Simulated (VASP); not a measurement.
A VASP 6.6.1 single-point calculation on PbS

INCAR

```
NELM = 64
ISMEAR = -1
PREC = Accurate
IBRION = -1
NSW = 0
ISIF = 2
LASPH = .TRUE.
IVDW = 12
NBANDS = 17
LCHARG = .FALSE.
EDIFF = 1E-7
ENCUT = 520
LREAL = .FALSE.
SIGMA = 0.02
GGA = PE
LWAVE = .FALSE.
```

KPOINTS

```
KPOINTS created by Atomic Simulation Environment
0
Gamma
8 8 8
0 0 0
```

POSCAR

```
Pb S
 1.0000000000000000
    -0.0000000000000000    2.9872326629076547    2.9872326629076547
     2.9872326629076547   -0.0000000000000000    2.9872326629076547
     2.9872326629076547    2.9872326629076547    0.0000000000000000
 Pb  S
   1   1
Cartesian
 -0.0000000000000000  0.0000000000000000  0.0000000000000000
  2.9872326629076547  2.9872326629076547  2.9872326629076547
```

The recommended PBE PAW datasets give the neutral cell 20 valence electrons.

Command

```
mpirun -np 1 vasp_std
```

Problem. How does this run end, and what does it give?

Solution. It converged. Results: gap between bands v and c on the k mesh 0.44 eV; least direct gap on the k mesh 0.44 eV; pressure -1.2 GPa. Band v is the last that the valence electrons fill when counted band by band, and c is the next.

OSZICAR

```
N       E                     dE             d eps       ncg     rms          rms(c)
DAV:   1     0.159682334067E+03    0.15968E+03   -0.96430E+03   986   0.124E+03
DAV:   2     0.336999044425E+01   -0.15631E+03   -0.15109E+03  1052   0.317E+02
DAV:   3    -0.895645217880E+01   -0.12326E+02   -0.12045E+02  1342   0.935E+01
DAV:   4    -0.925730978730E+01   -0.30086E+00   -0.30067E+00  1241   0.160E+01
DAV:   5    -0.926913672814E+01   -0.11827E-01   -0.11826E-01  1531   0.306E+00    0.447E+00
DAV:   6    -0.876280244290E+01    0.50633E+00   -0.14604E+00  1535   0.802E+00    0.315E+00
DAV:   7    -0.876381921225E+01   -0.10168E-02   -0.14259E-01  1150   0.187E+00    0.183E+00
DAV:   8    -0.876757951371E+01   -0.37603E-02   -0.16731E-02  1172   0.138E+00    0.294E-01
DAV:   9    -0.876704456069E+01    0.53495E-03   -0.36833E-03  1550   0.520E-01    0.847E-02
DAV:  10    -0.876723923208E+01   -0.19467E-03   -0.39089E-04  1095   0.113E-01    0.593E-02
DAV:  11    -0.876724573054E+01   -0.64985E-05   -0.63611E-05  1368   0.859E-02    0.170E-02
DAV:  12    -0.876724661233E+01   -0.88179E-06   -0.45365E-06  1265   0.219E-02    0.386E-03
DAV:  13    -0.876724660416E+01    0.81670E-08   -0.24782E-07  1303   0.493E-03
   1 F= -.94466169E+01 E0= -.94466168E+01  d E =-.120926E-06
```

For comparison, a separate PBE run of the intended cell, on usual settings and not on those above, gives a gap of 0.44 eV on its mesh and a pressure of 0.9 GPa.
